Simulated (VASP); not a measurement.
# GaAs (F-43m) in VASP: notebook, part 2 of 2

VASP 6.6.1.

## Step 4: Band structure, TB-mBJ

POSCAR

```
GaAs                                    
1.0
    0.0000000000      2.8313993253      2.8313993253
    2.8313993253      0.0000000000      2.8313993253
    2.8313993253      2.8313993253      0.0000000000
  Ga              As            
     1     1
Direct
     0.0000000000000000    0.0000000000000000    0.0000000000000000
     0.2500000000000000    0.2500000000000000    0.2500000000000000
```

INCAR.step1

```
SYSTEM = GaAs
ALGO     = Normal         ! electronic algorithm
EDIFF    = 1E-5           ! SCF threshold, eV
ENCUT    = 520            ! plane-wave cutoff, eV
GGA      = PE             ! functional
ISIF     = 2              ! what is computed and relaxed
ISMEAR   = 0              ! smearing method
LASPH    = .True.         ! aspherical terms in the spheres
LCHARG   = .False.        ! write CHGCAR
LREAL    = .False.        ! projectors in reciprocal space
LWAVE    = .True.         ! write WAVECAR
NBANDS   = 16             ! bands
NELM     = 80             ! most SCF steps
PREC     = Accurate       ! precision mode
SIGMA    = 0.03           ! smearing width, eV
```

INCAR.step2

```
SYSTEM = GaAs
ALGO     = Normal         ! electronic algorithm
EDIFF    = 1E-6           ! SCF threshold, eV
ENCUT    = 520            ! plane-wave cutoff, eV
ISIF     = 2              ! what is computed and relaxed
ISMEAR   = 0              ! smearing method
ISTART   = 1            
LASPH    = .True.         ! aspherical terms in the spheres
LCHARG   = .False.        ! write CHGCAR
LREAL    = .False.        ! projectors in reciprocal space
LWAVE    = .False.        ! write WAVECAR
METAGGA  = MBJ            ! meta-GGA
NBANDS   = 16             ! bands
NELM     = 80             ! most SCF steps
PREC     = Accurate       ! precision mode
SIGMA    = 0.03           ! smearing width, eV
```

KPOINTS

```
k-points
0
Gamma
  10 10 10
  0 0 0
```

KPOINTS_OPT is that of step 3.

Potentials or basis: VASP PAW PBE potentials, release 64 (Ga_d, As).

On the command line:

```sh
cat potpaw_PBE.64/Ga_d/POTCAR potpaw_PBE.64/As/POTCAR > POTCAR
cp INCAR.step1 INCAR
mpirun -np 1 vasp_std > vasp.out
cp INCAR.step2 INCAR
mpirun -np 1 vasp_std > vasp.out
```

OUTCAR:

```text
SYSTEM = GaAs
   EDIFF = 1E-6
   ENCUT = 520
   ISIF = 2
   ISMEAR = 0
   ISTART = 1
   LASPH = .True.
   LREAL = .False.
   METAGGA = MBJ
   NELM = 80
   PREC = Accurate

 ion  position               nearest neighbor table
   1  0.000  0.000  0.000-   2 2.45   2 2.45   2 2.45   2 2.45
   2  0.250  0.250  0.250-   1 2.45   1 2.45   1 2.45   1 2.45

  LATTYP: Found a face centered cubic cell.
 ALAT       =     5.6627986506

  Lattice vectors:

 A1 = (   0.0000000000,   2.8313993253,   2.8313993253)
 A2 = (   2.8313993253,   0.0000000000,   2.8313993253)
 A3 = (   2.8313993253,   2.8313993253,   0.0000000000)

Analysis of symmetry for initial positions (statically):
=====================================================================
 Subroutine PRICEL returns:
 Original cell was already a primitive cell.

 Routine SETGRP: Setting up the symmetry group for a
 face centered cubic supercell.

 Subroutine GETGRP returns: Found 24 space group operations
 (whereof 24 operations were pure point group operations)
 out of a pool of 48 trial point group operations.

The static configuration has the point symmetry T_d .

Analysis of symmetry for dynamics (positions and initial velocities):
=====================================================================
 Subroutine PRICEL returns:
 Original cell was already a primitive cell.

 Routine SETGRP: Setting up the symmetry group for a
 face centered cubic supercell.

 Subroutine GETGRP returns: Found 24 space group operations
 (whereof 24 operations were pure point group operations)
 out of a pool of 48 trial point group operations.

The dynamic configuration has the point symmetry T_d .

 Subroutine INISYM returns: Found 24 space group operations
 (whereof 24 operations are pure point group operations),
 and found     1 'primitive' translations

----------------------------------------------------------------------------------------
[... 107 lines left out ...]
   EFERMI =   0.00;   METHOD = LEGACY
   ISMEAR =     0;   SIGMA  =   0.03  broadening in eV -4-tet -1-fermi 0-gaus
   EFERMI_NEDOS =   21; number of points for ismear=-14 and -15
   IALGO  =     38    algorithm
   IMIX   =      4    mixing-type and parameters
     AMIX     =   0.40;   BMIX     =  1.00
     AMIX_MAG =   1.60;   BMIX_MAG =  1.00
  volume/ion in A,a.u.               =      22.70       153.18
  Fermi-wavevector in a.u.,A,eV,Ry     =   1.202692  2.272759 19.680404  1.446469
  Thomas-Fermi vector in A             =   2.338467
   LORBIT       =      0    0 simple, 1 ext, 2 COOP (PROOUT), +10 PAW based schemes
   METAGGA = MBJ    functional components
   LHFCALC =     F    Hartree Fock is set to
   AEXX    =    0.0000 exact exchange contribution
   IVDW    =     0    specifies the selected vdW correction
   LEPSILON=     F    determine dielectric tensor
   LRPA    =     F    only Hartree local field effects (RPA)
 non-spin polarized calculation
 Gauss-broadening in eV      SIGMA  =   0.03
  energy-cutoff  :      520.00
  volume of cell :       45.40
 maximum number of plane-waves:      1243
 NGX is ok and might be reduce to    30
   NGX = 15   NGY = 15   NGZ = 15

 number of electron      17.9999991 magnetization

 Free energy of the ion-electron system (eV)
  ---------------------------------------------------
  ext. energy  EPLUGINS =         0.00000000
  ---------------------------------------------------
  free energy    TOTEN  =       220.50098040 eV

  energy without entropy =      220.50098040  energy(sigma->0) =      220.50098040

 E-fermi :   4.0887     XC(G=0):  -9.3454

 val. band max:        3.8855369845   @ k =   0.0000   0.0000   0.0000
 cond. band min:       5.4376811007   @ k =   0.0000   0.0000   0.0000
 fundamental gap:      1.5521441161
 Fermi energy:         4.0887156360

 k-point     1 :       0.0000    0.0000    0.0000
  band No.  band energies     occupation
      1     -11.0925      2.00000
      2     -11.0925      2.00000
      3     -11.0923      2.00000
      4     -10.9761      2.00000
      5     -10.9761      2.00000
      6      -8.5286      2.00000
[... 433 lines left out ...]
      3     -11.0579      2.00000
      4     -10.9912      2.00000
      5     -10.9673      2.00000
      6      -6.8401      2.00000
[... 8 lines left out ...]
     15      16.0944      0.00000
     16      17.5378      0.00000

 [... further k-points ...]
[... 5 lines left out ...]
  --------------------------------------------------------------------------------------
  -------------------------------------------------------------------------------------
  Total      -86.5954423    -86.5954423    -86.5954423      0.0000000      0.0000000      0.0000000
  in kB    -3056.1329873  -3056.1329873  -3056.1329873      0.0000000      0.0000000      0.0000000
  external PRESSURE =   -3056.1329873 kB  Pullay stress =       0.0000000 kB

 VOLUME and BASIS-vectors are now :
 -----------------------------------------------------------------------------
  energy-cutoff  :      520.00
  volume of cell :       45.40
      direct lattice vectors                 reciprocal lattice vectors
     0.000000000  2.831399325  2.831399325    -0.176591128  0.176591128  0.176591128
     2.831399325  0.000000000  2.831399325     0.176591128 -0.176591128  0.176591128
     2.831399325  2.831399325  0.000000000     0.176591128  0.176591128 -0.176591128

 POSITION                                       TOTAL-FORCE (eV/Angst)
 -----------------------------------------------------------------------------------
      0.00000      0.00000      0.00000         0.000000     -0.000000      0.000000
      1.41570      1.41570      1.41570        -0.000000      0.000000     -0.000000
 -----------------------------------------------------------------------------------
    total drift:                                0.000127      0.000127      0.000127

  FREE ENERGIE OF THE ION-ELECTRON SYSTEM (eV)
  ---------------------------------------------------
  free  energy   TOTEN  =       220.5009804013 eV

  energy  without entropy=      220.5009804013  energy(sigma->0) =      220.50098040
```

OUTCAR.step1:

```text
SYSTEM = GaAs
   EDIFF = 1E-5
   ENCUT = 520
   GGA = PE
   ISIF = 2
   ISMEAR = 0
[... 680 lines left out ...]
      0.00000      0.00000      0.00000        -0.000000     -0.000000     -0.000000
      1.41570      1.41570      1.41570         0.000000      0.000000      0.000000
 -----------------------------------------------------------------------------------
    total drift:                                0.000002      0.000002      0.000002

  FREE ENERGIE OF THE ION-ELECTRON SYSTEM (eV)
  ---------------------------------------------------
  free  energy   TOTEN  =        -8.2553636678 eV

  energy  without entropy=       -8.2553636678  energy(sigma->0) =       -8.25536367
```

It took 3.4 min on 1 thread of Intel Xeon Platinum 8488C (Sapphire Rapids), shared host; peak memory 0.21 GiB.

Results:

```yaml
Band_gap_on_the_k_mesh: 1.55 eV, direct
Band_gap_along_the_path: 1.55 eV, direct
```

Levels at the corners of the path, in eV from the valence-band top:
| point | band 5 | band 6 | band 7 | band 8 | band 9 | band 10 | band 11 | band 12 | band 13 | band 14 |
| --- | --- | --- | --- | --- | --- | --- | --- | --- | --- | --- |
| Γ | -14.86 | -12.41 | 0.00 | 0.00 | 0.00 | 1.55 | 4.20 | 4.20 | 4.20 | 8.60 |
| X | -14.85 | -9.99 | -6.40 | -2.52 | -2.52 | 2.13 | 2.28 | 10.89 | 10.89 | 11.69 |
| X | -14.85 | -9.99 | -6.40 | -2.52 | -2.52 | 2.13 | 2.28 | 10.89 | 10.89 | 11.69 |
| W | -14.86 | -9.94 | -6.21 | -3.30 | -3.09 | 5.13 | 5.17 | 6.07 | 6.53 | 11.75 |
| W | -14.86 | -9.94 | -6.21 | -3.30 | -3.09 | 5.13 | 5.17 | 6.07 | 6.53 | 11.75 |
| K | -14.86 | -10.03 | -6.21 | -3.59 | -2.12 | 2.60 | 5.15 | 8.53 | 8.60 | 9.21 |
| K | -14.86 | -10.03 | -6.21 | -3.59 | -2.12 | 2.60 | 5.15 | 8.53 | 8.60 | 9.21 |
| Γ | -14.86 | -12.41 | 0.00 | 0.00 | 0.00 | 1.55 | 4.20 | 4.20 | 4.20 | 8.60 |
| Γ | -14.86 | -12.41 | 0.00 | 0.00 | 0.00 | 1.55 | 4.20 | 4.20 | 4.20 | 8.60 |
| L | -14.86 | -10.71 | -6.24 | -1.07 | -1.07 | 1.78 | 5.07 | 5.07 | 8.62 | 11.17 |
| L | -14.86 | -10.71 | -6.24 | -1.07 | -1.07 | 1.78 | 5.07 | 5.07 | 8.62 | 11.17 |
| U | -14.86 | -10.03 | -6.21 | -3.59 | -2.12 | 2.60 | 5.15 | 8.53 | 8.60 | 9.21 |
| U | -14.86 | -10.03 | -6.21 | -3.59 | -2.12 | 2.60 | 5.15 | 8.53 | 8.60 | 9.21 |
| W | -14.86 | -9.94 | -6.21 | -3.30 | -3.09 | 5.13 | 5.17 | 6.07 | 6.53 | 11.75 |
| W | -14.86 | -9.94 | -6.21 | -3.30 | -3.09 | 5.13 | 5.17 | 6.07 | 6.53 | 11.75 |
| L | -14.86 | -10.71 | -6.24 | -1.07 | -1.07 | 1.78 | 5.07 | 5.07 | 8.62 | 11.17 |
| L | -14.86 | -10.71 | -6.24 | -1.07 | -1.07 | 1.78 | 5.07 | 5.07 | 8.62 | 11.17 |
| K | -14.86 | -10.03 | -6.21 | -3.59 | -2.12 | 2.60 | 5.15 | 8.53 | 8.60 | 9.21 |
| U | -14.86 | -10.03 | -6.21 | -3.59 | -2.12 | 2.60 | 5.15 | 8.53 | 8.60 | 9.21 |
| X | -14.85 | -9.99 | -6.40 | -2.52 | -2.52 | 2.13 | 2.28 | 10.89 | 10.89 | 11.69 |

Caveat: the PAW data sets were made with another functional, which shifts forces and pressure a little.

## Step 5: Band structure, TB-mBJ, spin-orbit coupling, no magnetisation

POSCAR is that of step 4.

Changes to INCAR.step1 since step 4:

```diff
@@ -5,2 +5,3 @@
 GGA      = PE             ! functional
+GGA_COMPAT= .False.      
 ISIF     = 2              ! what is computed and relaxed
@@ -9,5 +10,9 @@
 LCHARG   = .False.        ! write CHGCAR
+LNONCOLLINEAR= .True.         ! non-collinear magnetism
+LORBIT   = 11             ! projections on sites
 LREAL    = .False.        ! projectors in reciprocal space
+LSORBIT  = .True.         ! spin-orbit coupling
 LWAVE    = .True.         ! write WAVECAR
-NBANDS   = 16             ! bands
+MAGMOM   = 0 0 0 0 0 0    ! initial moments
+NBANDS   = 30             ! bands
 NELM     = 80             ! most SCF steps
```

Changes to INCAR.step2 since step 4:

```diff
@@ -4,2 +4,3 @@
 ENCUT    = 520            ! plane-wave cutoff, eV
+GGA_COMPAT= .False.      
 ISIF     = 2              ! what is computed and relaxed
@@ -9,6 +10,10 @@
 LCHARG   = .False.        ! write CHGCAR
+LNONCOLLINEAR= .True.         ! non-collinear magnetism
+LORBIT   = 11             ! projections on sites
 LREAL    = .False.        ! projectors in reciprocal space
+LSORBIT  = .True.         ! spin-orbit coupling
 LWAVE    = .False.        ! write WAVECAR
+MAGMOM   = 0 0 0 0 0 0    ! initial moments
 METAGGA  = MBJ            ! meta-GGA
-NBANDS   = 16             ! bands
+NBANDS   = 30             ! bands
 NELM     = 80             ! most SCF steps
```

KPOINTS

```
k-points
0
Gamma
  6 6 6
  0 0 0
```

KPOINTS_OPT is that of step 4.

On the command line:

```sh
cat potpaw_PBE.64/Ga_d/POTCAR potpaw_PBE.64/As/POTCAR > POTCAR
cp INCAR.step1 INCAR
mpirun -np 1 vasp_ncl > vasp.out
cp INCAR.step2 INCAR
mpirun -np 1 vasp_ncl > vasp.out
```

Wall time 9.6 min (1 thread of Intel Xeon Platinum 8488C (Sapphire Rapids), shared host); peak memory 0.35 GiB.

The run converged. Its results:

- Valence electrons inside the program's atomic spheres: Ga 11.43; As 2.95

Caveat: the PAW data sets were made with another functional, which shifts forces and pressure a little.

## Step 6: Summary

```csv
level,spin,k mesh,gap on the mesh (eV),pressure (GPa)
r2SCAN,off,10 × 10 × 10,0.96,0.3
PBE,"SOC, no magnetisation",6 × 6 × 6,-,3.1
TB-mBJ,off,10 × 10 × 10,1.55,-
TB-mBJ,"SOC, no magnetisation",6 × 6 × 6,-,-
```

Alike in all rows: task band structure; potentials or basis VASP PAW PBE potentials, release 64 (Ga_d, As); cell as given; cutoff (eV) 520; smearing gaussian 0.03 eV.

Caveats: the PAW data sets were made with another functional, which shifts forces and pressure a little (some runs).

Absolute energies hang on the potentials; compare differences alone.

## Step 7: How close it comes

Step 2. Measured gap of GaAs: 1.412 eV (direct; 300 K; “Evidence of valence band perturbations in GaAsN/GaAs(001): A combined variable-angle spectroscopic ellipsometry and modulated photoreflectance investigation”, 2008, arxiv:0805.2212). This calculation gives 0.96 eV (-0.45 eV). 3 values of this kind are on record (1.412 to 1.51 eV); this one was drawn at random among those near their median, those with a stated uncertainty first. Spin-orbit coupling on As, Ga is left out. The value is that of r2SCAN, without temperature or zero-point motion.

Step 4. A measured gap of GaAs is 1.418 eV (direct; 300 K; “Evidence of valence band perturbations in GaAsN/GaAs(001): A combined variable-angle spectroscopic ellipsometry and modulated photoreflectance investigation”, 2008, arxiv:0805.2212); the calculated 1.55 eV misses it by +0.13 eV. 3 values of this kind are on record (1.412 to 1.51 eV); this one was drawn at random among those near their median, those with a stated uncertainty first. Spin-orbit coupling on As, Ga is left out. The value is that of TB-mBJ, without temperature or zero-point motion.
